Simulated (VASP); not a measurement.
# MnO (Manganosite) (Fm-3m) in VASP: settings compared, part 2 of 2

VASP 6.6.1.

## (3) Single point, r2SCAN, collinear spin, ferromagnetic start

This run uses another cell than the first one, of 10.99 Å³/atom, 1.006 times its volume.

The input, INCAR:

```
ALGO = Normal ; AMIX = 0.2
AMIX_MAG = 0.8 ; BMIX = 1E-4
BMIX_MAG = 1E-4 ; EDIFF = 1E-6
ENCUT = 600 ; ISIF = 2
ISMEAR = 0 ; ISPIN = 2
LASPH = True ; LCHARG = False
LMAXMIX = 4 ; LMIXTAU = True
LORBIT = 11 ; LREAL = False
LWAVE = False ; MAGMOM = 5 0
METAGGA = R2SCAN ; NELM = 150
PREC = Accurate ; SIGMA = 0.03
```

The input, KPOINTS:

```
k-points
0
Gamma
  14 14 14
```

The input, POSCAR:

```
MnO
1.0
    0.0000000000      2.2230000000      2.2230000000
    2.2230000000      0.0000000000      2.2230000000
    2.2230000000      2.2230000000      0.0000000000
Mn O
1 1
Direct
    0.0000000000      0.0000000000      0.0000000000
    0.5000000000      0.5000000000      0.5000000000
```

Potentials or basis: VASP PAW PBE potentials, release 64 (Mn_pv, O).

Launch:

```sh
cat potpaw_PBE.64/Mn_pv/POTCAR potpaw_PBE.64/O/POTCAR > POTCAR
mpirun -np 1 vasp_std > vasp.out
```

OUTCAR:

```text
AMIX = 0.2
   AMIX_MAG = 0.8
   EDIFF = 1E-6
   ENCUT = 600
   ISIF = 2
   ISMEAR = 0
   ISPIN = 2
   LASPH = True
   LORBIT = 11
   LREAL = False
   METAGGA = R2SCAN
   NELM = 150
   PREC = Accurate

 ion  position               nearest neighbor table
   1  0.000  0.000  0.000-   2 2.22   2 2.22   2 2.22   2 2.22   2 2.22   2 2.22
   2  0.500  0.500  0.500-   1 2.22   1 2.22   1 2.22   1 2.22   1 2.22   1 2.22

  LATTYP: Found a face centered cubic cell.
 ALAT       =     4.4460000000

  Lattice vectors:

 A1 = (   0.0000000000,   2.2230000000,   2.2230000000)
 A2 = (   2.2230000000,   0.0000000000,   2.2230000000)
 A3 = (   2.2230000000,   2.2230000000,   0.0000000000)

Analysis of symmetry for initial positions (statically):
=====================================================================
 Subroutine PRICEL returns:
 Original cell was already a primitive cell.

 Routine SETGRP: Setting up the symmetry group for a
 face centered cubic supercell.

 Subroutine GETGRP returns: Found 48 space group operations
 (whereof 48 operations were pure point group operations)
 out of a pool of 48 trial point group operations.

The static configuration has the point symmetry O_h .

Analysis of symmetry for dynamics (positions and initial velocities):
=====================================================================
 Subroutine PRICEL returns:
 Original cell was already a primitive cell.

 Routine SETGRP: Setting up the symmetry group for a
 face centered cubic supercell.

 Subroutine GETGRP returns: Found 48 space group operations
 (whereof 48 operations were pure point group operations)
 out of a pool of 48 trial point group operations.

The dynamic configuration has the point symmetry O_h .

Analysis of structural, dynamic, and magnetic symmetry:
=====================================================================
 Subroutine PRICEL returns:
 Original cell was already a primitive cell.

 Routine SETGRP: Setting up the symmetry group for a
 face centered cubic supercell.

[... 151 lines left out ...]

  energy without entropy =      -24.48934274  energy(sigma->0) =      -24.48935100

 E-fermi :   7.3440     XC(G=0): -12.5321

 val. band max:        7.3134380946   @ k =   0.5000   0.0000   0.0000
 cond. band min:       7.4837860959   @ k =   0.5000   0.5000   0.0000
 fundamental gap:      0.1703480013
 Fermi energy:         7.3439842571

 spin component 1

 k-point     1 :       0.0000    0.0000    0.0000
  band No.  band energies     occupation
      1     -45.2466      1.00000
      2     -45.2466      1.00000
      3     -45.2464      1.00000
      4     -13.9214      1.00000
      5       3.4949      1.00000
      6       3.4949      1.00000
[... 435 lines left out ...]
      5       0.4502      1.00000
      6       1.8616      1.00000
[... 8 lines left out ...]
     15      20.3804      0.00000
     16      21.8081      0.00000

 [... further k-points ...]

 spin component 2

 k-point     1 :       0.0000    0.0000    0.0000
  band No.  band energies     occupation
      1     -38.8670      1.00000
      2     -38.8670      1.00000
      3     -38.8667      1.00000
      4     -13.3942      1.00000
      5       4.0641      1.00000
      6       4.0641      1.00000
[... 435 lines left out ...]
      5       1.5635      1.00000
      6       3.1594      1.00000
[... 8 lines left out ...]
     15      22.6264      0.00000
     16      23.7190      0.00000

 [... further k-points ...]

------------------------ aborting loop because EDIFF is reached ----------------------------------------

  FORCE on cell =-STRESS in cart. coord.  units (eV):
  Direction    XX          YY          ZZ          XY          YZ          ZX
  --------------------------------------------------------------------------------------
  -------------------------------------------------------------------------------------
  Total        0.0483794      0.0483794      0.0483794      0.0000000      0.0000000     -0.0000000
  in kB        3.5279554      3.5279554      3.5279554      0.0000000      0.0000000     -0.0000000
  external PRESSURE =       3.5279554 kB  Pullay stress =       0.0000000 kB

 VOLUME and BASIS-vectors are now :
 -----------------------------------------------------------------------------
  energy-cutoff  :      600.00
  volume of cell :       21.97
      direct lattice vectors                 reciprocal lattice vectors
     0.000000000  2.223000000  2.223000000    -0.224921278  0.224921278  0.224921278
     2.223000000  0.000000000  2.223000000     0.224921278 -0.224921278  0.224921278
     2.223000000  2.223000000  0.000000000     0.224921278  0.224921278 -0.224921278

 POSITION                                       TOTAL-FORCE (eV/Angst)
 -----------------------------------------------------------------------------------
      0.00000      0.00000      0.00000         0.000000     -0.000000      0.000000
      2.22300      2.22300      2.22300        -0.000000      0.000000     -0.000000
 -----------------------------------------------------------------------------------
    total drift:                                0.000000      0.000000      0.000000

  FREE ENERGIE OF THE ION-ELECTRON SYSTEM (eV)
  ---------------------------------------------------
  free  energy   TOTEN  =       -24.4893592478 eV

  energy  without entropy=      -24.4893427446  energy(sigma->0) =      -24.48935100

 total charge

# of ion       s       p       d       tot
------------------------------------------
    1        0.207   6.171   4.962  11.341
    2        1.555   3.473   0.000   5.028
--------------------------------------------------
tot          1.763   9.644   4.962  16.369

 magnetization (x)

# of ion       s       p       d       tot
------------------------------------------
    1        0.028   0.022   4.494   4.544
    2        0.032   0.201   0.000   0.233
--------------------------------------------------
tot          0.060   0.224   4.494   4.777
```

stdout:

```text
POSCAR found type information on POSCAR MnO
 POSCAR found :  2 types and       2 ions
 scaLAPACK will be used
 -----------------------------------------------------------------------------
|                                                                             |
|                                                                             |
|     You enforced a specific xc type in the INCAR file but a different       |
|     I HOPE YOU KNOW WHAT YOU ARE DOING!                                     |
|                                                                             |
 -----------------------------------------------------------------------------

 LDA part: xc-table for (None), standard interpolation
 POSCAR, INCAR and KPOINTS ok, starting setup
 FFT: planning ... GRIDC
 FFT: planning ... GRID_SOFT
 FFT: planning ... GRID
 WAVECAR not read
 entering main loop
```

It took 3.4 min on 1 thread of Intel Xeon 6975P-C (Granite Rapids), shared host; peak memory 0.23 GiB.

Results:

| Property | Result |
| --- | --- |
| Free energy | -24.4894 eV |
| Pressure | 0.4 GPa |
| Band gap on the k mesh | none (metal or under the smearing width) |
| Net moment | 5.00 μB per cell |
| Site moments | Mn +4.54; O +0.23 μB |
| Valence electrons inside the program's atomic spheres | Mn 11.34; O 5.03 |

Caveat: the PAW data sets were made with another functional, which shifts forces and pressure a little; a cell with one magnetic atom can't hold antiferromagnetic order, which such compounds often take; semilocal functionals often make such compounds metallic where correlation or magnetic order opens a gap, which also shifts bond lengths. With open d or f shells a metallic result of r2SCAN can be an artefact of self-interaction; +U or a hybrid may open a gap.

## (4) Relaxation of cell and atoms, r2SCAN, collinear spin, ferromagnetic start

This run uses another cell than the first one, of 10.99 Å³/atom, 1.006 times its volume.

The input, INCAR:

```
SYSTEM = MnO
PREC = Accurate
ENCUT = 600
EDIFF = 1E-6
ISMEAR = 0
SIGMA = 0.03
LREAL = .False.
LASPH = .True.
NELM = 150
ALGO = Normal
ISIF = 3
LWAVE = .False.
LCHARG = .False.
ISPIN = 2
MAGMOM = 5 0
LORBIT = 11
LMAXMIX = 4
METAGGA = R2SCAN
LMIXTAU = .True.
IBRION = 2
NSW = 90
EDIFFG = -0.01
AMIX = 0.2
BMIX = 1E-4
AMIX_MAG = 0.8
BMIX_MAG = 1E-4
```

The input, KPOINTS:

```
regular mesh
0
Gamma
  14 14 14
  0 0 0
```

POSCAR is that of step 3.

Launch:

```sh
cat potpaw_PBE.64/Mn_pv/POTCAR potpaw_PBE.64/O/POTCAR > POTCAR
mpirun -np 1 vasp_std > vasp.out
```

Wall time 7.4 min (1 thread of Intel Xeon 6975P-C (Granite Rapids), shared host); peak memory 0.24 GiB.

Results (log left out):

| Item | Value |
| --- | --- |
| Free energy | -24.4894 eV |
| Relaxed volume | 11.01 Å³/atom |
| Relaxed cell | a = 3.146 Å, b = 3.146 Å, c = 3.146 Å, α = 60.00°, β = 60.00°, γ = 60.00° |
| Space group after relaxing (to 0.05 Å) | Fm-3m (No. 225) |
| Energy gained by relaxing | 0.0 meV/atom |
| Ionic steps | 3 |
| Pressure after relaxing | 0.0 GPa |
| Band gap on the k mesh | none (metal or under the smearing width) |
| Net moment | 5.00 μB per cell |
| Site moments | Mn +4.54; O +0.23 μB |
| Valence electrons inside the program's atomic spheres | Mn 11.34; O 5.03 |

Final structure:
```cif
data_structure
_symmetry_space_group_name_H-M 'P 1'
_symmetry_Int_Tables_number 1
_cell_length_a 3.1462
_cell_length_b 3.1462
_cell_length_c 3.1462
_cell_angle_alpha 60.000
_cell_angle_beta 60.000
_cell_angle_gamma 60.000
_cell_volume 22.02
loop_
_atom_site_label
_atom_site_type_symbol
_atom_site_fract_x
_atom_site_fract_y
_atom_site_fract_z
_atom_site_occupancy
Mn1 Mn 0.00000 0.00000 0.00000 1
O1 O 0.50000 0.50000 0.50000 1
```

Levels at points of the mesh, in eV from the Fermi level:
Spin up:
```tsv
k point	band 10	band 11	band 12	band 13	band 14	band 15
(0.00, 0.00, 0.00)	-3.57	-3.08	-3.08	-0.12	14.69	17.00
(0.50, 0.00, 0.00)	-2.21	-0.03	-0.03	4.04	8.35	12.59
(0.50, 0.50, 0.00)	-2.46	-2.46	-2.33	5.51	8.54	10.89
```
Spin down:
```tsv
k point	band 3	band 4	band 5	band 6	band 7	band 8	band 9	band 10	band 11	band 12
(0.00, 0.00, 0.00)	-46.20	-20.71	-3.26	-3.26	-3.26	1.65	1.89	1.89	1.89	2.58
(0.50, 0.00, 0.00)	-46.21	-19.75	-7.33	-4.71	-4.71	3.14	3.25	3.25	4.92	4.92
(0.50, 0.50, 0.00)	-46.24	-19.78	-6.43	-4.29	-4.29	0.16	3.22	3.40	3.72	3.72
```

Caveat: the PAW data sets were made with another functional, which shifts forces and pressure a little; a cell with one magnetic atom can't hold antiferromagnetic order, which such compounds often take; semilocal functionals often make such compounds metallic where correlation or magnetic order opens a gap, which also shifts bond lengths. With open d or f shells a metallic result of r2SCAN can be an artefact of self-interaction; +U or a hybrid may open a gap.

## (5) Summary

```tsv
task	level	cell	gap on the mesh (eV)	pressure (GPa)	moment (μB)	relaxed volume (Å³/atom)
relaxation of cell and atoms	PBE	relaxed	none	0.0	4.74	10.93
single point	r2SCAN	Fm-3m, 10.99 Å³/atom	none	0.4	5.00	-
relaxation of cell and atoms	r2SCAN	relaxed	none	0.0	5.00	11.01
```

Alike in all rows: potentials or basis VASP PAW PBE potentials, release 64 (Mn_pv, O); spin collinear, ferromagnetic start; k mesh 14 × 14 × 14; cutoff (eV) 600; smearing gaussian 0.03 eV.

Caveats: a cell with one magnetic atom can't hold antiferromagnetic order, which such compounds often take; semilocal functionals often make such compounds metallic where correlation or magnetic order opens a gap, which also shifts bond lengths; the PAW data sets were made with another functional, which shifts forces and pressure a little (some runs).

Total energies depend on the potentials used, so only differences within one code and one set of settings carry meaning.
